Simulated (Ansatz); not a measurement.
The system is GaSb.

```
CELL_PARAMETERS angstrom
0.00000 3.05900 3.05900
3.05900 0.00000 3.05900
3.05900 3.05900 0.00000
ATOMIC_POSITIONS crystal
Sb 0.75000 0.75000 0.75000
Ga 0.00000 0.00000 0.00000
```

* Program: Ansatz 0.2.0
* Task: relaxation of cell and atoms
* Functional: PBE
* Potentials or basis: all-electron LAPW, scalar-relativistic
* Basis error allowed: 0.001 eV/atom
* k mesh: 8 × 8 × 8
* Occupations: fermi-dirac, width 0.05 eV
* Spin: no spin polarisation

At the start: volume 28.62 Å³/atom.

Q: How do energy, volume and symmetry change on relaxing?

A: Over 4 steps the energy falls by 9.7 meV/atom and the volume is 30.03 Å³/atom (+4.9 %); space group F-43m (No. 216, to 0.05 Å).

Step by step:
```
step  energy change (eV)  largest force (eV/Å)  volume (Å³)
   1              0.0000                0.0000        57.25
   2             -0.0181                0.0000        60.77
   3             -0.0194                0.0000        60.07
   4             -0.0194                0.0000        60.07
```

Final structure:
```
CELL_PARAMETERS angstrom
0.00000 3.10843 3.10843
3.10843 0.00000 3.10843
3.10843 3.10843 0.00000
ATOMIC_POSITIONS crystal
Sb 0.75000 0.75000 0.75000
Ga 0.00000 0.00000 0.00000
```
